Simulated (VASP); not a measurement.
Set up this calculation in VASP 6.6.1, as the native input.

- Task: single point
- Functional: PBE
- Potentials or basis: VASP PAW PBE potentials, release 64 (B, N)
- Cutoff: 520 eV
- k mesh: 8 × 8 × 3
- Occupations: gaussian, width 0.01 eV
- Spin: no spin polarisation
- Dipole correction: no
- Further INCAR settings: ALGO = Normal; EDIFF = 1e-07; NBANDS = 16

The structure of BN lies in POSCAR:

```
BN
1.0
    2.4982400000      0.0000000000      0.0000000000
   -1.2491200000      2.1635390000      0.0000000000
    0.0000000000      0.0000000000      6.6357000000
B N
2 2
Direct
    0.3333333333      0.6666666667      0.2500000000
    0.6666666667      0.3333333333      0.7500000000
    0.3333333333      0.6666666667      0.7500000000
    0.6782218085      0.3564436170      0.2500000000
```

One way to write it, as run:

INCAR

```
PREC = Accurate ; ENCUT = 520
EDIFF = 1E-7 ; ISMEAR = 0
SIGMA = 0.01 ; LREAL = False
LASPH = True ; NELM = 100
ALGO = Normal ; ISIF = 2
LWAVE = False ; LCHARG = False
GGA = PE ; NBANDS = 16
```

KPOINTS

```
regular mesh
0
Gamma
  8 8 3
```

Potentials or basis: VASP PAW PBE potentials, release 64 (B, N).

Command:

```console
$ cat potpaw_PBE.64/B/POTCAR potpaw_PBE.64/N/POTCAR > POTCAR
$ mpirun -np 1 vasp_std > vasp.out
```

It gave:

* Pressure: 5.6 GPa
* Largest force: 1.947 eV/Å
* Band gap on the k mesh: 4.23 eV, indirect (least direct gap 4.67 eV)

Caveat: an odd mesh through Γ misses points on the zone boundary, where band edges often lie; this functional lacks dispersion, which binds the layers, so the pressure and a relaxed spacing across them are unreliable; forces of over 1 eV/Å show positions far from the minimum, so gaps and moduli don't describe the material at rest.

Wall time 20 s on 1 thread of Intel(R) Xeon(R) 6975P-C (Granite Rapids), with other jobs on the host, peak memory 0.14 GiB.
